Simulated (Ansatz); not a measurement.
# Preparing Si3N4 (P6_3/m) as a host crystal, part 3 of 4

Before any defect goes in: Si3N4 (P6_3/m) at rest, and how it screens a charge.

Ansatz 0.2.0; plane-wave PAW DFT, PBEsol; relaxation of the host's cell and atoms; PAW set soft_1 (the session's first sound run).

So far. Step 3 (Dielectric tensors of the host): The principal values of the electronic dielectric tensor are 4.29, 4.29 and 4.37. The principal values of the static dielectric tensor are 8.25, 8.29 and 8.29.

## 5. Defect free supercell relaxed from displaced atoms

This step: plane-wave PAW DFT, PBEsol; relaxation of the defect-free supercell from random displacements, a test of the host's stability; PAW set soft_1 (Ansatz 0.2.0).

The input, pristine.rattled/input.yaml:

```yaml
crystal:
  lattice:
    - [11.4366837151, 6.6029724215, 0.0]
    - [-11.4366837151, 6.6029724215, 0.0]
    - [0.0, 0.0, 14.5512817439]
  atoms:
    - { symbol: Si, position: [0.0195005204, 0.8065554759, 0.15] }
    - { symbol: Si, position: [0.3528338538, 0.4732221425, 0.15] }
    - { symbol: Si, position: [0.6861671871, 0.1398888092, 0.15] }
    - { symbol: Si, position: [0.2129450446, 0.0195005204, 0.05] }
    - { symbol: Si, position: [0.5462783779, 0.6861671871, 0.05] }
    - { symbol: Si, position: [0.8796117112, 0.3528338538, 0.05] }
    - { symbol: Si, position: [0.1398888092, 0.4537216221, 0.05] }
    - { symbol: Si, position: [0.4732221425, 0.1203882888, 0.05] }
    - { symbol: Si, position: [0.8065554759, 0.7870549554, 0.05] }
    - { symbol: Si, position: [0.1934445241, 0.2129450446, 0.15] }
    - { symbol: Si, position: [0.5267778575, 0.8796117112, 0.15] }
    - { symbol: Si, position: [0.8601111908, 0.5462783779, 0.15] }
    - { symbol: Si, position: [0.1203882888, 0.6471661462, 0.15] }
    - { symbol: Si, position: [0.4537216221, 0.3138328129, 0.15] }
    - { symbol: Si, position: [0.7870549554, 0.9804994796, 0.15] }
    - { symbol: Si, position: [0.3138328129, 0.8601111908, 0.05] }
    - { symbol: Si, position: [0.6471661462, 0.5267778575, 0.05] }
    - { symbol: Si, position: [0.9804994796, 0.1934445241, 0.05] }
    - { symbol: "N", position: [0.0, 0.6666666667, 0.15] }
    - { symbol: "N", position: [0.3333333333, 0.3333333334, 0.15] }
    - { symbol: "N", position: [0.6666666667, 0.0, 0.15] }
    - { symbol: "N", position: [0.0, 0.3333333333, 0.05] }
    - { symbol: "N", position: [0.3333333333, 0.0, 0.05] }
    - { symbol: "N", position: [0.6666666667, 0.6666666666, 0.05] }
    - { symbol: "N", position: [0.213458444, 0.4565327152, 0.15] }
    - { symbol: "N", position: [0.5467917774, 0.1231993818, 0.15] }
    - { symbol: "N", position: [0.8801251107, 0.7898660485, 0.15] }
    - { symbol: "N", position: [0.0902590622, 0.8801251107, 0.05] }
    - { symbol: "N", position: [0.4235923955, 0.5467917774, 0.05] }
    - { symbol: "N", position: [0.7569257289, 0.213458444, 0.05] }
    - { symbol: "N", position: [0.1231993818, 0.5764076045, 0.05] }
    - { symbol: "N", position: [0.4565327152, 0.2430742711, 0.05] }
    - { symbol: "N", position: [0.7898660485, 0.9097409378, 0.05] }
    - { symbol: "N", position: [0.2101339515, 0.0902590622, 0.15] }
    - { symbol: "N", position: [0.5434672848, 0.7569257289, 0.15] }
    - { symbol: "N", position: [0.8768006182, 0.4235923955, 0.15] }
    - { symbol: "N", position: [0.1198748893, 0.2101339515, 0.05] }
    - { symbol: "N", position: [0.4532082226, 0.8768006182, 0.05] }
    - { symbol: "N", position: [0.786541556, 0.5434672848, 0.05] }
    - { symbol: "N", position: [0.2430742711, 0.786541556, 0.15] }
    - { symbol: "N", position: [0.5764076045, 0.4532082226, 0.15] }
    - { symbol: "N", position: [0.9097409378, 0.1198748893, 0.15] }
    - { symbol: Si, position: [0.0195005204, 0.8065554759, 0.35] }
    - { symbol: Si, position: [0.3528338538, 0.4732221425, 0.35] }
    - { symbol: Si, position: [0.6861671871, 0.1398888092, 0.35] }
    - { symbol: Si, position: [0.2129450446, 0.0195005204, 0.25] }
    - { symbol: Si, position: [0.5462783779, 0.6861671871, 0.25] }
    - { symbol: Si, position: [0.8796117112, 0.3528338538, 0.25] }
    - { symbol: Si, position: [0.1398888092, 0.4537216221, 0.25] }
    - { symbol: Si, position: [0.4732221425, 0.1203882888, 0.25] }
    - { symbol: Si, position: [0.8065554759, 0.7870549554, 0.25] }
    - { symbol: Si, position: [0.1934445241, 0.2129450446, 0.35] }
    - { symbol: Si, position: [0.5267778575, 0.8796117112, 0.35] }
    - { symbol: Si, position: [0.8601111908, 0.5462783779, 0.35] }
    - { symbol: Si, position: [0.1203882888, 0.6471661462, 0.35] }
    - { symbol: Si, position: [0.4537216221, 0.3138328129, 0.35] }
    - { symbol: Si, position: [0.7870549554, 0.9804994796, 0.35] }
    - { symbol: Si, position: [0.3138328129, 0.8601111908, 0.25] }
    - { symbol: Si, position: [0.6471661462, 0.5267778575, 0.25] }
    - { symbol: Si, position: [0.9804994796, 0.1934445241, 0.25] }
    - { symbol: "N", position: [0.0, 0.6666666667, 0.35] }
    - { symbol: "N", position: [0.3333333333, 0.3333333334, 0.35] }
    - { symbol: "N", position: [0.6666666667, 0.0, 0.35] }
    - { symbol: "N", position: [0.0, 0.3333333333, 0.25] }
    - { symbol: "N", position: [0.3333333333, 0.0, 0.25] }
    - { symbol: "N", position: [0.6666666667, 0.6666666666, 0.25] }
    - { symbol: "N", position: [0.213458444, 0.4565327152, 0.35] }
    - { symbol: "N", position: [0.5467917774, 0.1231993818, 0.35] }
    - { symbol: "N", position: [0.8801251107, 0.7898660485, 0.35] }
    - { symbol: "N", position: [0.0902590622, 0.8801251107, 0.25] }
    - { symbol: "N", position: [0.4235923955, 0.5467917774, 0.25] }
    - { symbol: "N", position: [0.7569257289, 0.213458444, 0.25] }
    - { symbol: "N", position: [0.1231993818, 0.5764076045, 0.25] }
    - { symbol: "N", position: [0.4565327152, 0.2430742711, 0.25] }
    - { symbol: "N", position: [0.7898660485, 0.9097409378, 0.25] }
    - { symbol: "N", position: [0.2101339515, 0.0902590622, 0.35] }
    - { symbol: "N", position: [0.5434672848, 0.7569257289, 0.35] }
    - { symbol: "N", position: [0.8768006182, 0.4235923955, 0.35] }
    - { symbol: "N", position: [0.1198748893, 0.2101339515, 0.25] }
    - { symbol: "N", position: [0.4532082226, 0.8768006182, 0.25] }
    - { symbol: "N", position: [0.786541556, 0.5434672848, 0.25] }
    - { symbol: "N", position: [0.2430742711, 0.786541556, 0.35] }
    - { symbol: "N", position: [0.5764076045, 0.4532082226, 0.35] }
    - { symbol: "N", position: [0.9097409378, 0.1198748893, 0.35] }
    - { symbol: Si, position: [0.0195005204, 0.8065554759, 0.55] }
    - { symbol: Si, position: [0.3528338538, 0.4732221425, 0.55] }
    - { symbol: Si, position: [0.6861671871, 0.1398888092, 0.55] }
    - { symbol: Si, position: [0.2129450446, 0.0195005204, 0.45] }
    - { symbol: Si, position: [0.5462783779, 0.6861671871, 0.45] }
    - { symbol: Si, position: [0.8796117112, 0.3528338538, 0.45] }
    - { symbol: Si, position: [0.1398888092, 0.4537216221, 0.45] }
    - { symbol: Si, position: [0.4732221425, 0.1203882888, 0.45] }
    - { symbol: Si, position: [0.8065554759, 0.7870549554, 0.45] }
    - { symbol: Si, position: [0.1934445241, 0.2129450446, 0.55] }
    - { symbol: Si, position: [0.5267778575, 0.8796117112, 0.55] }
    - { symbol: Si, position: [0.8601111908, 0.5462783779, 0.55] }
    - { symbol: Si, position: [0.1203882888, 0.6471661462, 0.55] }
    - { symbol: Si, position: [0.4537216221, 0.3138328129, 0.55] }
    - { symbol: Si, position: [0.7870549554, 0.9804994796, 0.55] }
    - { symbol: Si, position: [0.3138328129, 0.8601111908, 0.45] }
    - { symbol: Si, position: [0.6471661462, 0.5267778575, 0.45] }
    - { symbol: Si, position: [0.9804994796, 0.1934445241, 0.45] }
    - { symbol: "N", position: [0.0, 0.6666666667, 0.55] }
    - { symbol: "N", position: [0.3333333333, 0.3333333334, 0.55] }
    - { symbol: "N", position: [0.6666666667, 0.0, 0.55] }
    - { symbol: "N", position: [0.0, 0.3333333333, 0.45] }
    - { symbol: "N", position: [0.3333333333, 0.0, 0.45] }
    - { symbol: "N", position: [0.6666666667, 0.6666666666, 0.45] }
    - { symbol: "N", position: [0.213458444, 0.4565327152, 0.55] }
    - { symbol: "N", position: [0.5467917774, 0.1231993818, 0.55] }
    - { symbol: "N", position: [0.8801251107, 0.7898660485, 0.55] }
    - { symbol: "N", position: [0.0902590622, 0.8801251107, 0.45] }
    - { symbol: "N", position: [0.4235923955, 0.5467917774, 0.45] }
    - { symbol: "N", position: [0.7569257289, 0.213458444, 0.45] }
    - { symbol: "N", position: [0.1231993818, 0.5764076045, 0.45] }
    - { symbol: "N", position: [0.4565327152, 0.2430742711, 0.45] }
    - { symbol: "N", position: [0.7898660485, 0.9097409378, 0.45] }
    - { symbol: "N", position: [0.2101339515, 0.0902590622, 0.55] }
    - { symbol: "N", position: [0.5434672848, 0.7569257289, 0.55] }
    - { symbol: "N", position: [0.8768006182, 0.4235923955, 0.55] }
    - { symbol: "N", position: [0.1198748893, 0.2101339515, 0.45] }
    - { symbol: "N", position: [0.4532082226, 0.8768006182, 0.45] }
    - { symbol: "N", position: [0.786541556, 0.5434672848, 0.45] }
    - { symbol: "N", position: [0.2430742711, 0.786541556, 0.55] }
    - { symbol: "N", position: [0.5764076045, 0.4532082226, 0.55] }
    - { symbol: "N", position: [0.9097409378, 0.1198748893, 0.55] }
    - { symbol: Si, position: [0.0195005204, 0.8065554759, 0.75] }
    - { symbol: Si, position: [0.3528338538, 0.4732221425, 0.75] }
    - { symbol: Si, position: [0.6861671871, 0.1398888092, 0.75] }
    - { symbol: Si, position: [0.2129450446, 0.0195005204, 0.65] }
    - { symbol: Si, position: [0.5462783779, 0.6861671871, 0.65] }
    - { symbol: Si, position: [0.8796117112, 0.3528338538, 0.65] }
    - { symbol: Si, position: [0.1398888092, 0.4537216221, 0.65] }
    - { symbol: Si, position: [0.4732221425, 0.1203882888, 0.65] }
    - { symbol: Si, position: [0.8065554759, 0.7870549554, 0.65] }
    - { symbol: Si, position: [0.1934445241, 0.2129450446, 0.75] }
    - { symbol: Si, position: [0.5267778575, 0.8796117112, 0.75] }
    - { symbol: Si, position: [0.8601111908, 0.5462783779, 0.75] }
    - { symbol: Si, position: [0.1203882888, 0.6471661462, 0.75] }
    - { symbol: Si, position: [0.4537216221, 0.3138328129, 0.75] }
    - { symbol: Si, position: [0.7870549554, 0.9804994796, 0.75] }
    - { symbol: Si, position: [0.3138328129, 0.8601111908, 0.65] }
    - { symbol: Si, position: [0.6471661462, 0.5267778575, 0.65] }
    - { symbol: Si, position: [0.9804994796, 0.1934445241, 0.65] }
    - { symbol: "N", position: [0.0, 0.6666666667, 0.75] }
    - { symbol: "N", position: [0.3333333333, 0.3333333334, 0.75] }
    - { symbol: "N", position: [0.6666666667, 0.0, 0.75] }
    - { symbol: "N", position: [0.0, 0.3333333333, 0.65] }
    - { symbol: "N", position: [0.3333333333, 0.0, 0.65] }
    - { symbol: "N", position: [0.6666666667, 0.6666666666, 0.65] }
    - { symbol: "N", position: [0.213458444, 0.4565327152, 0.75] }
    - { symbol: "N", position: [0.5467917774, 0.1231993818, 0.75] }
    - { symbol: "N", position: [0.8801251107, 0.7898660485, 0.75] }
    - { symbol: "N", position: [0.0902590622, 0.8801251107, 0.65] }
    - { symbol: "N", position: [0.4235923955, 0.5467917774, 0.65] }
    - { symbol: "N", position: [0.7569257289, 0.213458444, 0.65] }
    - { symbol: "N", position: [0.1231993818, 0.5764076045, 0.65] }
    - { symbol: "N", position: [0.4565327152, 0.2430742711, 0.65] }
    - { symbol: "N", position: [0.7898660485, 0.9097409378, 0.65] }
    - { symbol: "N", position: [0.2101339515, 0.0902590622, 0.75] }
    - { symbol: "N", position: [0.5434672848, 0.7569257289, 0.75] }
    - { symbol: "N", position: [0.8768006182, 0.4235923955, 0.75] }
    - { symbol: "N", position: [0.1198748893, 0.2101339515, 0.65] }
    - { symbol: "N", position: [0.4532082226, 0.8768006182, 0.65] }
    - { symbol: "N", position: [0.786541556, 0.5434672848, 0.65] }
    - { symbol: "N", position: [0.2430742711, 0.786541556, 0.75] }
    - { symbol: "N", position: [0.5764076045, 0.4532082226, 0.75] }
    - { symbol: "N", position: [0.9097409378, 0.1198748893, 0.75] }
    - { symbol: Si, position: [0.0195005204, 0.8065554759, 0.95] }
    - { symbol: Si, position: [0.3528338538, 0.4732221425, 0.95] }
    - { symbol: Si, position: [0.6861671871, 0.1398888092, 0.95] }
    - { symbol: Si, position: [0.2129450446, 0.0195005204, 0.85] }
    - { symbol: Si, position: [0.5462783779, 0.6861671871, 0.85] }
    - { symbol: Si, position: [0.8796117112, 0.3528338538, 0.85] }
    - { symbol: Si, position: [0.1398888092, 0.4537216221, 0.85] }
    - { symbol: Si, position: [0.4732221425, 0.1203882888, 0.85] }
    - { symbol: Si, position: [0.8065554759, 0.7870549554, 0.85] }
    - { symbol: Si, position: [0.1934445241, 0.2129450446, 0.95] }
    - { symbol: Si, position: [0.5267778575, 0.8796117112, 0.95] }
    - { symbol: Si, position: [0.8601111908, 0.5462783779, 0.95] }
    - { symbol: Si, position: [0.1203882888, 0.6471661462, 0.95] }
    - { symbol: Si, position: [0.4537216221, 0.3138328129, 0.95] }
    - { symbol: Si, position: [0.7870549554, 0.9804994796, 0.95] }
    - { symbol: Si, position: [0.3138328129, 0.8601111908, 0.85] }
    - { symbol: Si, position: [0.6471661462, 0.5267778575, 0.85] }
    - { symbol: Si, position: [0.9804994796, 0.1934445241, 0.85] }
    - { symbol: "N", position: [0.0, 0.6666666667, 0.95] }
    - { symbol: "N", position: [0.3333333333, 0.3333333334, 0.95] }
    - { symbol: "N", position: [0.6666666667, 0.0, 0.95] }
    - { symbol: "N", position: [0.0, 0.3333333333, 0.85] }
    - { symbol: "N", position: [0.3333333333, 0.0, 0.85] }
    - { symbol: "N", position: [0.6666666667, 0.6666666666, 0.85] }
    - { symbol: "N", position: [0.213458444, 0.4565327152, 0.95] }
    - { symbol: "N", position: [0.5467917774, 0.1231993818, 0.95] }
    - { symbol: "N", position: [0.8801251107, 0.7898660485, 0.95] }
    - { symbol: "N", position: [0.0902590622, 0.8801251107, 0.85] }
    - { symbol: "N", position: [0.4235923955, 0.5467917774, 0.85] }
    - { symbol: "N", position: [0.7569257289, 0.213458444, 0.85] }
    - { symbol: "N", position: [0.1231993818, 0.5764076045, 0.85] }
    - { symbol: "N", position: [0.4565327152, 0.2430742711, 0.85] }
    - { symbol: "N", position: [0.7898660485, 0.9097409378, 0.85] }
    - { symbol: "N", position: [0.2101339515, 0.0902590622, 0.95] }
    - { symbol: "N", position: [0.5434672848, 0.7569257289, 0.95] }
    - { symbol: "N", position: [0.8768006182, 0.4235923955, 0.95] }
    - { symbol: "N", position: [0.1198748893, 0.2101339515, 0.85] }
    - { symbol: "N", position: [0.4532082226, 0.8768006182, 0.85] }
    - { symbol: "N", position: [0.786541556, 0.5434672848, 0.85] }
    - { symbol: "N", position: [0.2430742711, 0.786541556, 0.95] }
    - { symbol: "N", position: [0.5764076045, 0.4532082226, 0.95] }
    - { symbol: "N", position: [0.9097409378, 0.1198748893, 0.95] }
basis:
  ecutwfc: 420
  xc_grid: 2
hamiltonian:
  xc: pbesol
  pseudopotentials: { kind: paw, azcp: { folder: soft_1 }, xc_functional: pbe }
kpoints:
  mp_grid: { grid: [1, 1, 1] }
scf:
  occupations: { method: fermi_dirac, width: 0.01 }
  max_iter: 100
  lower_state_search: "off"
output:
  forces: true
relax:
  f_tol: 0.015
  max_steps: 120
  random_displacement: { amplitude: 0.06, seed: 2489 }
checkpoint:
  write: "../pristine.rattled.run"
  compress: false
  write_wavefunctions: false
  write_every: 100000
```

Command:

```console
> ansatz run input.yaml --threads 32 --pin off --max-ram 84787MiB --backend cuda --events-out ev --progress --plain --runs-dir out --max-vram 78GiB
```

Numbers of over 12 decimals in the logs are rounded to 6 here.

What it wrote:

```text
[...]
Crystal: 210 atoms, lattice volume = 2197.712 Å³
Basis set: ecut = 420 eV, 42889 PW (Γ), exchange–correlation on 180×180×200 points (8 copies of the dense FFT grid, shifted against one another)
Bands: 690, of which v1, the nominal top of the filled ones, is band 480 counted from 1 (479 counted from 0)
Symmetry: 1 space group operations
k-points: 1
[...]
SCF iter   1: F=—  HF=-101757.344537 eV  |Δ(HF+E_count)|=         —  Δρ=1.49e-1  dr2=5.13e2  Hψ=3129
[...]
SCF iter   2: F=—  HF=-101612.398054 eV  |Δ(HF+E_count)|=    1.45e2  Δρ=5.43e-2  dr2=6.17e1  Hψ=1648
[...]
SCF iter   9: F=-101595.420685 eV  HF=-101595.420686 eV  |Δ(HF+E_count)|=   6.09e-6  Δρ=5.21e-6  dr2=5.02e-7  Hψ=2015
SCF 1 converged in 9 iterations: F = -101595.420685 eV  dr2 = 5.02e-7
[...]
relax step   1: F+E_penalty+E_count = -101595.42068538 eV  Δ(F+E_penalty+E_count) = +0.000e0 eV  max|allowed force component| = 4.106e0 eV/Å  Δτ_max = 0.0000 Å  (9 SCF iters, dr2 threshold 5.63e-6 eV, accepted)
[...]
relax step   2: F+E_penalty+E_count = -101602.87885999 eV  Δ(F+E_penalty+E_count) = -7.458e0 eV  max|allowed force component| = 2.396e0 eV/Å  Δτ_max = 0.0588 Å  (6 SCF iters, dr2 threshold 1.00e-4 eV, accepted)
relax step   3: F+E_penalty+E_count = -101607.10733166 eV  Δ(F+E_penalty+E_count) = -4.228e0 eV  max|allowed force component| = 6.491e-2 eV/Å  Δτ_max = 0.0486 Å  (6 SCF iters, dr2 threshold 1.00e-4 eV, accepted)
relax step   4: F+E_penalty+E_count = -101607.11183924 eV  Δ(F+E_penalty+E_count) = -4.508e-3 eV  max|allowed force component| = 3.046e-3 eV/Å  Δτ_max = 0.0079 Å  (6 SCF iters, dr2 threshold 2.63e-7 eV, accepted)
[...]
SCF iter   3: F=-101607.111839 eV  HF=-101607.111839 eV  |Δ(HF+E_count)|=   2.09e-8  Δρ=5.82e-7  dr2=1.27e-8  Hψ=1935
SCF 5 converged in 3 iterations: F = -101607.111839 eV  dr2 = 1.27e-8
relax step   5: F+E_penalty+E_count = -101607.11183929 eV  Δ(F+E_penalty+E_count) = -5.052e-8 eV  max|allowed force component| = 3.037e-3 eV/Å  Δτ_max = 0.0000 Å  (3 SCF iters, accepted)
SCF converged after 3 iterations
Free energy (F): -101607.111839 eV
[...]
Internal energy: -101607.111839 eV  (E = F + TS)
E sigma→0 (E₀):  -101607.111839 eV
Fermi energy:    10.213847 eV
[...]
--- Forces (eV/Å), atoms counted from 1 ---
  atom   1  Si    -0.00098927     0.00167874    -0.00007972
  atom   2  Si     0.00101039    -0.00099137     0.00027767
  atom   3  Si     0.00031232     0.00005763     0.00106999
  atom   4  Si    -0.00094805    -0.00009588     0.00129578
  atom   5  Si     0.00138308     0.00083885     0.00007639
  atom   6  Si    -0.00093036    -0.00030218    -0.00121091
  [... 204 more lines of this table ...]
  max |Σ_I F_I| component: 4.38e-5 eV/Å
--- Relaxed structure (5 steps of the walk, 5 accepted, 0 SCFs on fresh bases) ---
  F+E_penalty+E_count = -101607.11183929 eV   max|allowed force component| = 3.037e-3 eV/Å
  atoms:
    - { symbol: Si, position: [0.019236, 0.806413, 0.149899] }
    - { symbol: Si, position: [0.352570, 0.473090, 0.149910] }
    - { symbol: Si, position: [0.685907, 0.139754, 0.149899] }
    - { symbol: Si, position: [0.212679, 0.019353, 0.049899] }
    - { symbol: Si, position: [0.546004, 0.686018, 0.049909] }
    - { symbol: Si, position: [0.879351, 0.352688, 0.049905] }
  [... 204 more lines of this table ...]
```

Run time: 5.2 s. Hardware: 1 × NVIDIA GB200 with 32 threads of Arm Neoverse V2, shared host; peak memory 1.3 GiB.

Relaxation path:

```
step  energy less that of the first step (eV)  largest force component (eV/Å)
   1                                   0.0000                          4.1057
   2                                  -7.4582                          2.3965
   3                                 -11.6866                          0.0649
   4                                 -11.6912                          0.0030
   5                                 -11.6912                          0.0030
```

The relaxation ends 56 meV an atom lower than the displaced start, with a largest force component of 0.0030 eV/Å.

## 6. Host on a dense mesh

This step: plane-wave PAW DFT, PBEsol; single point of the defect-free host, a test of the k-point sampling; PAW set soft_1 (Ansatz 0.2.0).

System of this step: Si3N4 (P6_3/m). The structure is hexagonal, space group P6_3/m (No. 176). The conventional cell has a = 7.624 Å, b = 7.624 Å, c = 2.910 Å, α = 90.00°, β = 90.00°, γ = 120.00°. Nearest to Si lie 4 N at 1.73 to 1.74 Å. Nearest to N lie 3 Si at 1.73 Å. N has 3 Si at 1.74 Å nearest. Farther neighbours and most contacts between anions are not listed.

The input, dense/input.yaml:

```yaml
crystal:
  lattice:
    - [7.62445581, 0.0, 0.0]
    - [-3.812227905, 6.6029724215, 0.0]
    - [0.0, 0.0, 2.9102563488]
  atoms:
    - { symbol: Si, position: [0.232445565, 0.8260559962, 0.75] }
    - { symbol: Si, position: [0.4063895688, 0.232445565, 0.25] }
    - { symbol: Si, position: [0.8260559962, 0.5936104312, 0.25] }
    - { symbol: Si, position: [0.1739440038, 0.4063895688, 0.75] }
    - { symbol: Si, position: [0.5936104312, 0.767554435, 0.75] }
    - { symbol: Si, position: [0.767554435, 0.1739440038, 0.25] }
    - { symbol: "N", position: [0.3333333333, 0.6666666667, 0.75] }
    - { symbol: "N", position: [0.6666666667, 0.3333333333, 0.25] }
    - { symbol: "N", position: [0.9703841729, 0.6699911592, 0.75] }
    - { symbol: "N", position: [0.3003930137, 0.9703841729, 0.25] }
    - { symbol: "N", position: [0.6699911592, 0.6996069863, 0.25] }
    - { symbol: "N", position: [0.3300088408, 0.3003930137, 0.75] }
    - { symbol: "N", position: [0.0296158271, 0.3300088408, 0.25] }
    - { symbol: "N", position: [0.6996069863, 0.0296158271, 0.75] }
basis:
  ecutwfc: 420
  xc_grid: 2
hamiltonian:
  xc: pbesol
  pseudopotentials: { kind: paw, azcp: { folder: soft_1 }, xc_functional: pbe }
kpoints:
  mp_grid: { grid: [4, 4, 9] }
scf:
  occupations: { method: fermi_dirac, width: 0.01 }
  max_iter: 100
  lower_state_search: "off"
checkpoint:
  write: "../dense.run"
  compress: false
  write_wavefunctions: false
  write_every: 100000
```

What it wrote:

```text
[...]
GPU FFT provider: cuFFT
GPU libraries: cuBLAS 13.8.1, cuFFT 12.4.0, cuSOLVER 12.3.2
[...]
Crystal: 14 atoms, lattice volume = 146.514 Å³
Basis set: ecut = 420 eV, 2859 PW (Γ), exchange–correlation on 108×108×40 points (8 copies of the dense FFT grid, shifted against one another)
Bands: 46, of which v1, the nominal top of the filled ones, is band 32 counted from 1 (31 counted from 0)
Symmetry: 12 space group operations
[...]
k-points: 20 of 144
[...]
GPU buffer pool allocated for 58320 grid points (all kernels)
[...]
SCF iter   1: F=—  HF=-6784.394001 eV  |Δ(HF+E_count)|=         —  Δρ=1.47e-1  dr2=3.34e1  Hψ=4537
[...]
SCF iter   9: F=-6773.818118 eV  HF=-6773.818118 eV  |Δ(HF+E_count)|=   1.38e-6  Δρ=2.49e-6  dr2=8.81e-9  Hψ=2052
SCF 1 converged in 9 iterations: F = -6773.818118 eV  dr2 = 8.81e-9
[...]
SCF converged after 9 iterations
Free energy (F): -6773.818118 eV
[...]
Internal energy: -6773.818118 eV  (E = F + TS)
E sigma→0 (E₀):  -6773.818118 eV
Fermi energy:    10.206398 eV
[...]
```

It took 1 s on 1 × NVIDIA GB200 with 32 threads; peak memory 1.1 GiB.

(Part 3 of 4 ends here.)

[Logs are printed without paths, hosts, clocks, repeated set-up lines and the standing remarks that a program may print on its own settings, such as how far it seeks lower states.]

[Hosts, paths, dates, database ids (printed as entryN), source tags and the programs' standing remarks are cut or masked in the printed files.]

[Runs of the host that timed out are not shown.]

[For some hosts the program warned that the k-mesh of the response run may be too coarse for force constants and the static dielectric constant; such warnings are not always shown.]
